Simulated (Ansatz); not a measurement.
What a trial cell of K relaxes into

Method: DFT PBE, scalar-relativistic, plane waves, PAW (Ansatz). Cutoff 420 eV, Γ-centred k mesh, Gaussian smearing, no spin polarisation in the final step.

The start puts K on the simple hexagonal structure type (P6/mmm, No. 191), at a guessed volume.

```
K
1.0
     4.58082    0.00000    0.00000
    -2.29041    3.96711    0.00000
     0.00000    0.00000    4.28020
K
1
Direct
  0.00000 0.00000 0.00000
```

Cell and atoms relax at zero pressure; the relaxation can't lower the symmetry of the start.

Energies count from the standard state of K at the same level.

(1) Describe the relaxed structure.

(2) What are its volume, energy, density and gap?

Answers

(1) It keeps P6/mmm (No. 191). The result has the simple hexagonal structure. Conventional cell: a = 4.545 Å, c = 4.280 Å. K is coordinated by 2 K at 4.28 Å and 6 K at 4.55 Å.

Space group P6/mmm (No. 191). a = 4.545 Å, b = 4.545 Å, c = 4.280 Å, α = 90.00°, β = 90.00°, γ = 120.00°
```csv
atom,site,symmetry,x,y,z
K,1a,6/mmm,0.0000,0.0000,0.0000
```

(2) The volume per atom is 76.57 Å³ and the density is 0.85 g/cm³. The energy over the standard structure is 0.06 eV/atom and the gap on the 15×15×14 mesh is 0 eV (a metal).

The final run used a 15×15×14 mesh on its 1-atom cell and 0.10 eV smearing. For metals, differences of a few meV/atom aren't resolved. A structure relaxed within its symmetry needn't be a true minimum.